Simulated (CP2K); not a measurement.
# MgSe (Fm-3m) in CP2K: further runs

One crystal, MgSe, is run at these levels: LDA; tasks: single point, equation of state.

Everything below comes from runs of CP2K 2026.2. Logs are shortened: lines on timing, memory, paths and dates and some standing lists are left out, and cuts for length are marked.

### 1 Starting point

It takes space group Fm-3m (No. 225, cubic). The conventional cell has a = 5.451 Å, b = 5.451 Å, c = 5.451 Å, α = 90.00°, β = 90.00°, γ = 90.00°. Around Se (site symmetry m-3m) lie 6 Mg at 2.73 Å. Mg (site symmetry m-3m) has 6 Se at 2.73 Å as nearest neighbours.

### 2 Single point, LDA, 20.25 Å³/atom

The input, mgse_eos.inp:

```
&GLOBAL
  PROJECT mgse_eos
  RUN_TYPE ENERGY_FORCE
  PRINT_LEVEL LOW
&END GLOBAL
&FORCE_EVAL
  METHOD QS
  STRESS_TENSOR ANALYTICAL
  &DFT
    BASIS_SET_FILE_NAME BASIS_MOLOPT_UZH
    POTENTIAL_FILE_NAME GTH_POTENTIALS
    &MGRID
      CUTOFF 1400
      REL_CUTOFF 60
      NGRIDS 5
    &END MGRID
    &QS
      METHOD GPW
      EPS_DEFAULT 1.0E-9
    &END QS
    &KPOINTS
      SCHEME MONKHORST-PACK 8 8 8
      GAMMA_CENTERED T
      SYMMETRY T
      SYMMETRY_BACKEND SPGLIB
    &END KPOINTS
    &SCF
      SCF_GUESS ATOMIC
      EPS_SCF 1.0E-6
      MAX_SCF 100
      ADDED_MOS 10
      CHOLESKY OFF
      EPS_EIGVAL 1.0E-7
      &DIAGONALIZATION ON
        ALGORITHM STANDARD
      &END DIAGONALIZATION
      &MIXING ON
        METHOD BROYDEN_MIXING
        ALPHA 0.4
        BETA 1.5
        NBUFFER 8
      &END MIXING
      &SMEAR ON
        METHOD FERMI_DIRAC
        ELECTRONIC_TEMPERATURE [K] 580.226
      &END SMEAR
    &END SCF
    &XC
      &XC_FUNCTIONAL
        &LDA_X
        &END LDA_X
        &LDA_C_PW
        &END LDA_C_PW
      &END XC_FUNCTIONAL
    &END XC
    &PRINT
      &KPOINTS ON
      &END KPOINTS
      &MULLIKEN ON
      &END MULLIKEN
      &MO ON
        ENERGIES T
        OCCUPATION_NUMBERS T
        &EACH
          QS_SCF 0
        &END EACH
        ADD_LAST NUMERIC
      &END MO
    &END PRINT
  &END DFT
  &SUBSYS
    &CELL
      A 3.8544390642 0.0000000000 0.0000000000
      B 1.9272195321 3.3380421470 0.0000000000
      C 1.9272195321 1.1126807157 3.1471363174
      PERIODIC XYZ
    &END CELL
    &COORD
      SCALED
      Se  0.5000000000 0.5000000000 0.5000000000
      Mg  0.0000000000 0.0000000000 0.0000000000
    &END COORD
    &KIND Se
      BASIS_SET TZVP-MOLOPT-PBE-GTH-q6
      POTENTIAL GTH-PADE-q6
    &END KIND
    &KIND Mg
      BASIS_SET TZVP-MOLOPT-PBE-GTH-q10
      POTENTIAL GTH-PADE-q10
    &END KIND
    &PRINT
      &ATOMIC_COORDINATES ON
      &END ATOMIC_COORDINATES
      &CELL ON
      &END CELL
      &SYMMETRY ON
      &END SYMMETRY
    &END PRINT
  &END SUBSYS
  &PRINT
    &FORCES ON
    &END FORCES
    &STRESS_TENSOR ON
    &END STRESS_TENSOR
  &END PRINT
&END FORCE_EVAL
```

Potentials or basis: GTH_POTENTIALS Se GTH-PADE-q6, Mg GTH-PADE-q10; TZVP-MOLOPT-PBE-GTH basis.

Run with:

```sh
> OMP_NUM_THREADS=1 cp2k.psmp -i mgse_eos.inp -o mgse_eos.out
```

mgse_eos.out:

```text

 CP2K| version string:                                       CP2K version 2026.2
 CP2K| Input file name                                              mgse_eos.inp

 GLOBAL| Force Environment number                                              1
 GLOBAL| Basis set file name                                    BASIS_MOLOPT_UZH
 GLOBAL| Potential file name                                      GTH_POTENTIALS
 GLOBAL| MM Potential file name                                     MM_POTENTIAL
 GLOBAL| Coordinate file name                                      __STD_INPUT__
 GLOBAL| Method name                                                        CP2K
 GLOBAL| Project name                                                   mgse_eos
 GLOBAL| Run type                                                   ENERGY_FORCE
 GLOBAL| FFT library                                                       FFTW3
[... 8 lines left out ...]
 GLOBAL| CPU model name                                                  UNKNOWN

 CELL| Volume [angstrom^3]:                                            40.491937
 CELL| Vector a [angstrom]:       3.854     0.000     0.000   |a| =     3.854439
 CELL| Vector b [angstrom]:       1.927     3.338     0.000   |b| =     3.854439
 CELL| Vector c [angstrom]:       1.927     1.113     3.147   |c| =     3.854439
 CELL| Angle (b,c), alpha [degree]:                                    60.000000
 CELL| Angle (a,c), beta  [degree]:                                    60.000000
 CELL| Angle (a,b), gamma [degree]:                                    60.000000
 CELL| Numerically orthorhombic:                                              NO
 CELL| Periodicity                                                           XYZ

 CELL_REF| Volume [angstrom^3]:                                        40.491937
 CELL_REF| Vector a [angstrom     3.854     0.000     0.000   |a| =     3.854439
 CELL_REF| Vector b [angstrom     1.927     3.338     0.000   |b| =     3.854439
 CELL_REF| Vector c [angstrom     1.927     1.113     3.147   |c| =     3.854439
 CELL_REF| Angle (b,c), alpha [degree]:                                60.000000
 CELL_REF| Angle (a,c), beta  [degree]:                                60.000000
[... 13 lines left out ...]

  Total number of            - Atomic kinds:                                   2
                             - Atoms:                                          2
                             - Shell sets:                                     2
                             - Shells:                                        13
                             - Primitive Cartesian functions:                 11
                             - Cartesian basis functions:                     28
                             - Spherical basis functions:                     27

  Maximum angular momentum of- Orbital basis functions:                        2
                             - Local part of the GTH pseudopotential:          2
                             - Non-local part of the GTH pseudopotential:      4

 MODULE QUICKSTEP: ATOMIC COORDINATES IN ANGSTROM

   Atom Kind Element         X             Y             Z       Z(eff)     Mass
[... 90 lines left out ...]
     1 NoMix/Diag. 0.40E+00    1.0     1.09657937       -72.9179459720 -7.29E+01
     2 Broy./Diag. 0.40E+00    1.0     0.03508298       -72.7166987514  2.01E-01
     3 Broy./Diag. 0.40E+00    1.0     0.10477393       -72.6702658060  4.64E-02
     4 Broy./Diag. 0.40E+00    1.0     0.00796939       -72.7771502963 -1.07E-01
     5 Broy./Diag. 0.40E+00    1.0     0.00347164       -72.7858779997 -8.73E-03
     6 Broy./Diag. 0.40E+00    1.1     0.00404758       -72.7437263839  4.22E-02
     7 Broy./Diag. 0.40E+00    1.1     0.00050505       -72.7257972644  1.79E-02
     8 Broy./Diag. 0.40E+00    1.1     0.00024055       -72.7267926205 -9.95E-04
     9 Broy./Diag. 0.40E+00    1.1     0.00006640       -72.7274884632 -6.96E-04
    10 Broy./Diag. 0.40E+00    1.1     0.00000861       -72.7275905075 -1.02E-04
    11 Broy./Diag. 0.40E+00    1.1     0.00000371       -72.7276319029 -4.14E-05
    12 Broy./Diag. 0.40E+00    1.1     0.00000020       -72.7276346475 -2.74E-06

  *** SCF run converged in    12 steps ***

  Electronic density on regular grids:        -15.9999998484        0.0000001516
  Core density on regular grids:               15.9999999884       -0.0000000116
  Total charge density on r-space grids:        0.0000001401
  Total charge density g-space grids:           0.0000001401

  Overlap energy of the core charge distribution:               0.00000000000000
  Self energy of the core charge distribution:               -153.63876785524087
  Core Hamiltonian energy:                                     45.04113488787731
  Hartree energy:                                              46.34655173942018
  Exchange-correlation energy:                                -10.47655341913869
  Electronic entropic energy:                                  -0.00000000042893
  Fermi energy:                                                 0.20737525329493

  Total energy:                                               -72.72763464751098
  Total energy (extrapolated to T->0):                        -72.72763464729651

 MO| EIGENVALUES AND OCCUPATION NUMBERS FOR K POINT 1
 MO|
 MO|  Index      Eigenvalue [a.u.]        Eigenvalue [eV]             Occupation
 MO|      1              -2.569683             -69.924642               2.000000
 MO|      2              -1.371365             -37.316744               2.000000
 MO|      3              -1.371266             -37.314059               2.000000
 MO|      4              -1.371266             -37.314058               2.000000
 MO|      5              -0.266401              -7.249133               2.000000
 MO|      6               0.012891               0.350784               2.000000
[... 329 lines left out ...]
 MO|     17               0.983156              26.753043               0.000000
 MO|     18               1.112626              30.276080               0.000000
 MO| Sum:                                                              16.000000
 MO| E(Fermi):            0.207375 a.u.          5.642968 eV

 [... the levels of further k-points ...]

 !-----------------------------------------------------------------------------!
                     Mulliken Population Analysis

 #  Atom  Element  Kind  Atomic population                           Net charge
       1     Se       1          6.643495                             -0.643495
       2     Mg       2          9.356505                              0.643495
 # Total charge                             16.000000                  0.000000

 !-----------------------------------------------------------------------------!

 ENERGY| Total FORCE_EVAL ( QS ) energy [hartree]            -72.727631603731211

 FORCES| Atomic forces [hartree/bohr]
 FORCES|   Atom     x               y               z               |f|
 FORCES|      1 -6.51642969E-14 -7.73026243E-14 -4.51529194E-14   1.10728801E-13
 FORCES|      2 -1.51299719E-14 -3.59845592E-15 -1.09904743E-13   1.10999628E-13
 FORCES| Sum    -8.02942689E-14 -8.09010802E-14 -1.55057662E-13
 FORCES| Total atomic force                                       1.92444883E-13

 STRESS| Analytical stress tensor [bar]
 STRESS|                        x                   y                   z
 STRESS|      x       -1.20561189508E+03  -6.18253463753E-03   3.39657565716E-04
 STRESS|      y       -6.18253463753E-03  -1.20492151954E+03   4.83324108891E-01
 STRESS|      z        3.39657565716E-04   4.83324108891E-01  -1.20526326056E+03
 STRESS| 1/3 Trace                                            -1.20526555839E+03
 STRESS| Determinant                                          -1.75084674694E+09

 STRESS| Eigenvectors and eigenvalues of the analytical stress tensor [bar]
 STRESS|                        1                   2                   3
 STRESS| Eigenvalues  -1.20561363703E+03  -1.20560331008E+03  -1.20457972807E+03
 STRESS|      x           0.912967788423      0.408004559826     -0.004700687484
 STRESS|      y           0.239065562223     -0.525535996170      0.816492237372
 STRESS|      z          -0.330662175430      0.746554884714      0.577337275645
```

Run time: 15 s. Hardware: 1 thread of Arm Neoverse V1, shared host; peak memory 0.59 GiB.

Results:

```
Free energy            : -1979.0195 eV
Pressure               : -0.1 GPa
Band gap on the k mesh : 1.52 eV, indirect (least direct gap 2.28 eV)
Mulliken charges       : Se -0.64; Mg +0.64 e
```

Caveat: Mulliken charges move with the basis; the basis of atomic orbitals isn't converged, which shifts pressures, moduli and gaps.

### 3 Single point, LDA, 19.84 Å³/atom (volume scaled by 0.98)

Edit mgse_eos.inp of step 2 so:

```diff
@@ -11,2 +11,3 @@
     POTENTIAL_FILE_NAME GTH_POTENTIALS
+    WFN_RESTART_FILE_NAME previous-RESTART.kp
     &MGRID
@@ -27,3 +28,3 @@
     &SCF
-      SCF_GUESS ATOMIC
+      SCF_GUESS RESTART
       EPS_SCF 1.0E-6
@@ -72,5 +73,5 @@
     &CELL
-      A 3.8544390642 0.0000000000 0.0000000000
-      B 1.9272195321 3.3380421470 0.0000000000
-      C 1.9272195321 1.1126807157 3.1471363174
+      A 3.8285695662 0.0000000000 0.0000000000
+      B 1.9142847831 3.3156385045 0.0000000000
+      C 1.9142847831 1.1052128349 3.1260139607
       PERIODIC XYZ
```

Potentials or basis: GTH_POTENTIALS Se GTH-PADE-q6, Mg GTH-PADE-q10; TZVP-MOLOPT-PBE-GTH basis.

Run with:

```sh
> OMP_NUM_THREADS=1 cp2k.psmp -i mgse_eos.inp -o mgse_eos.out
```

Run time: 18 s. Hardware: 1 thread of Arm Neoverse V1, shared host; peak memory 0.59 GiB.

It converged, with:

* Free energy: -1979.0167 eV
* Pressure: 1.2 GPa
* Band gap on the k mesh: 1.55 eV, indirect (least direct gap 2.42 eV)
* Mulliken charges: Se -0.63; Mg +0.63 e

Caveat: Mulliken charges move with the basis; the basis of atomic orbitals isn't converged, which shifts pressures, moduli and gaps.

### 4 Single point, LDA, 20.65 Å³/atom (volume scaled by 1.02)

Edit mgse_eos.inp of step 3 so:

```diff
@@ -73,5 +73,5 @@
     &CELL
-      A 3.8285695662 0.0000000000 0.0000000000
-      B 1.9142847831 3.3156385045 0.0000000000
-      C 1.9142847831 1.1052128349 3.1260139607
+      A 3.8799658946 0.0000000000 0.0000000000
+      B 1.9399829473 3.3601490306 0.0000000000
+      C 1.9399829473 1.1200496769 3.1679788872
       PERIODIC XYZ
```

Run with:

```sh
> OMP_NUM_THREADS=1 cp2k.psmp -i mgse_eos.inp -o mgse_eos.out
```

Run time: 13 s. Hardware: 1 thread of Arm Neoverse V1, shared host; peak memory 0.59 GiB.

It converged, with:

```
Free energy            : -1979.0157 eV
Pressure               : -1.4 GPa
Band gap on the k mesh : 1.49 eV, indirect (least direct gap 2.15 eV)
Mulliken charges       : Se -0.65; Mg +0.65 e
```

Caveat: Mulliken charges move with the basis; the basis of atomic orbitals isn't converged, which shifts pressures, moduli and gaps.

### 5 Single point, LDA, 19.44 Å³/atom (volume scaled by 0.96)

Edit mgse_eos.inp of step 4 so:

```diff
@@ -73,5 +73,5 @@
     &CELL
-      A 3.8799658946 0.0000000000 0.0000000000
-      B 1.9399829473 3.3601490306 0.0000000000
-      C 1.9399829473 1.1200496769 3.1679788872
+      A 3.8023456640 0.0000000000 0.0000000000
+      B 1.9011728320 3.2929279390 0.0000000000
+      C 1.9011728320 1.0976426464 3.1046022342
       PERIODIC XYZ
```

Run with:

```sh
> OMP_NUM_THREADS=1 cp2k.psmp -i mgse_eos.inp -o mgse_eos.out
```

Wall time 15 s (1 thread of Arm Neoverse V1, shared host); peak memory 0.59 GiB.

Results (log left out):

```yaml
Free_energy: -1979.0067 eV
Pressure: 2.8 GPa
Band_gap_on_the_k_mesh: 1.58 eV, indirect (least direct gap 2.56 eV)
Mulliken_charges: Se -0.62; Mg +0.62 e
```

Caveat: Mulliken charges move with the basis; the basis of atomic orbitals isn't converged, which shifts pressures, moduli and gaps.

### 6 Single point, LDA, 21.06 Å³/atom (volume scaled by 1.04)

Edit mgse_eos.inp of step 5 so:

```diff
@@ -73,5 +73,5 @@
     &CELL
-      A 3.8023456640 0.0000000000 0.0000000000
-      B 1.9011728320 3.2929279390 0.0000000000
-      C 1.9011728320 1.0976426464 3.1046022342
+      A 3.9051611843 0.0000000000 0.0000000000
+      B 1.9525805922 3.3819687916 0.0000000000
+      C 1.9525805922 1.1273229306 3.1885507551
       PERIODIC XYZ
```

Potentials or basis: GTH_POTENTIALS Se GTH-PADE-q6, Mg GTH-PADE-q10; TZVP-MOLOPT-PBE-GTH basis.

Run with:

```sh
> OMP_NUM_THREADS=1 cp2k.psmp -i mgse_eos.inp -o mgse_eos.out
```

It took 15 s on 1 thread of Arm Neoverse V1, shared host; peak memory 0.59 GiB.

It converged, with:

* Free energy: -1979.0060 eV
* Pressure: -2.5 GPa
* Band gap on the k mesh: 1.46 eV, indirect (least direct gap 2.03 eV)
* Mulliken charges: Se -0.66; Mg +0.66 e

Caveat: Mulliken charges move with the basis; the basis of atomic orbitals isn't converged, which shifts pressures, moduli and gaps.

### 7 Single point, LDA, 19.03 Å³/atom (volume scaled by 0.94)

Edit mgse_eos.inp of step 6 so:

```diff
@@ -73,5 +73,5 @@
     &CELL
-      A 3.9051611843 0.0000000000 0.0000000000
-      B 1.9525805922 3.3819687916 0.0000000000
-      C 1.9525805922 1.1273229306 3.1885507551
+      A 3.7757549642 0.0000000000 0.0000000000
+      B 1.8878774821 3.2698997175 0.0000000000
+      C 1.8878774821 1.0899665725 3.0828910188
       PERIODIC XYZ
```

Run with:

```sh
> OMP_NUM_THREADS=1 cp2k.psmp -i mgse_eos.inp -o mgse_eos.out
```

Run time: 17 s. Hardware: 1 thread of Arm Neoverse V1, shared host; peak memory 0.59 GiB.

It converged, with:

| Property | Result |
| --- | --- |
| Free energy | -1978.9884 eV |
| Pressure | 4.4 GPa |
| Band gap on the k mesh | 1.62 eV, indirect (least direct gap 2.71 eV) |
| Mulliken charges | Se -0.60; Mg +0.60 e |

Caveat: Mulliken charges move with the basis; the basis of atomic orbitals isn't converged, which shifts pressures, moduli and gaps.

### 8 Single point, LDA, 21.46 Å³/atom (volume scaled by 1.06)

Edit mgse_eos.inp of step 7 so:

```diff
@@ -73,5 +73,5 @@
     &CELL
-      A 3.7757549642 0.0000000000 0.0000000000
-      B 1.8878774821 3.2698997175 0.0000000000
-      C 1.8878774821 1.0899665725 3.0828910188
+      A 3.9300354931 0.0000000000 0.0000000000
+      B 1.9650177466 3.4035105749 0.0000000000
+      C 1.9650177466 1.1345035250 3.2088605431
       PERIODIC XYZ
```

Run with:

```sh
> OMP_NUM_THREADS=1 cp2k.psmp -i mgse_eos.inp -o mgse_eos.out
```

Run time: 13 s. Hardware: 1 thread of Arm Neoverse V1, shared host; peak memory 0.59 GiB.

The run converged. Its results:

- Free energy: -1978.9909 eV
- Pressure: -3.5 GPa
- Band gap on the k mesh: 1.43 eV, indirect (least direct gap 1.91 eV)
- Mulliken charges: Se -0.67; Mg +0.67 e

Caveat: Mulliken charges move with the basis; the basis of atomic orbitals isn't converged, which shifts pressures, moduli and gaps.

### 9 Equation of state, LDA

Potentials or basis: GTH_POTENTIALS Se GTH-PADE-q6, Mg GTH-PADE-q10; TZVP-MOLOPT-PBE-GTH basis.

No new run: the results of the series are fitted here.

Results:

* Equilibrium volume: 20.21 Å³/atom
* Bulk modulus: 65 GPa
* Pressure derivative of the bulk modulus: 4.2

Energy against volume, from the lowest point:
```csv
volume (Å³/atom),energy (meV/atom)
19.031,15.53
19.436,6.42
19.841,1.39
20.246,0.00
20.651,1.89
21.056,6.76
21.461,14.28
```

Caveat: the basis of atomic orbitals isn't converged, which shifts pressures, moduli and gaps.
